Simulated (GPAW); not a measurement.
## WC: relaxation of cell and atoms with PBEsol

The system is WC.

```
W C
1.0
     0.00000    2.19268    2.19268
     2.19268    0.00000    2.19268
     2.19268    2.19268    0.00000
W C
1 1
Direct
  0.00000 0.00000 0.00000
  0.50000 0.50000 0.50000
```

Measurements of this composition are mostly on another form, of space group No. 187.

```json
{
  "Program": "GPAW 26.7.0",
  "Task": "relaxation of cell and atoms",
  "Functional": "PBEsol",
  "Potentials or basis": "PAW data sets generated in the run's folder for this functional",
  "Cutoff": "800 eV",
  "Basis": "pw",
  "k mesh": "10 × 10 × 10",
  "Occupations": "fermi-dirac, width 0.05 eV",
  "Spin": "no spin polarisation",
  "Target pressure": "30 GPa",
  "Maxiter": "150",
  "Optimizer": "BFGS",
  "Fmax": "0.02 eV/Å",
  "Max steps": "60",
  "Convergence": "density=1e-05 forces=0.0001"
}
```

```
Relaxed volume                                         : 9.58 Å³/atom
Relaxed cell                                           : a = 3.004 Å, b = 3.004 Å, c = 3.004 Å, α = 60.00°, β = 60.00°, γ = 60.00°
Space group after relaxing (to 0.05 Å)                 : Fm-3m (No. 225)
Energy change on relaxing (the enthalpy is what falls) : +48.7 meV/atom
Ionic steps                                            : 4
Pressure after relaxing                                : 29.9 GPa
Band gap on the k mesh                                 : none (metal or under the smearing width)
```

Step by step:
```
step  energy change (eV)  largest force (eV/Å)  pressure (GPa)  volume (Å³)
   1              0.0000                0.0000          -10.76        21.08
   2              0.0010                0.0000           11.74        19.91
   3              0.1125                0.0000           32.02        19.09
   4              0.0974                0.0000           29.92        19.16
```

Final structure:
```
CELL_PARAMETERS angstrom
0.00000 2.12395 2.12395
2.12395 0.00000 2.12395
2.12395 2.12395 0.00000
ATOMIC_POSITIONS crystal
W 0.00000 0.00000 0.00000
C 0.50000 0.50000 0.50000
```

Levels at points of the mesh, in eV from the Fermi level:
```csv
k point,band 5,band 6,band 7,band 8,band 9,band 10,band 11,band 12,band 13,band 14
"(0.00, 0.00, 0.00)",-16.64,-3.20,-3.20,-3.20,-1.26,-1.26,-1.26,-1.11,-1.11,7.54
"(0.50, 0.50, 0.00)",-14.38,-6.61,-5.85,-2.68,-2.68,0.99,2.63,2.63,6.39,8.55
"(0.50, 0.50, 0.50)",-11.36,-10.68,-7.32,-7.32,1.20,1.20,2.69,5.01,9.84,9.84
```

Run time: 57 s on 1 thread of Arm Neoverse V2, on a shared host, peak memory 0.22 GiB.

Caveat: later steps reuse the first step's grids. The run has no spin-orbit coupling, so splittings on W are missing.
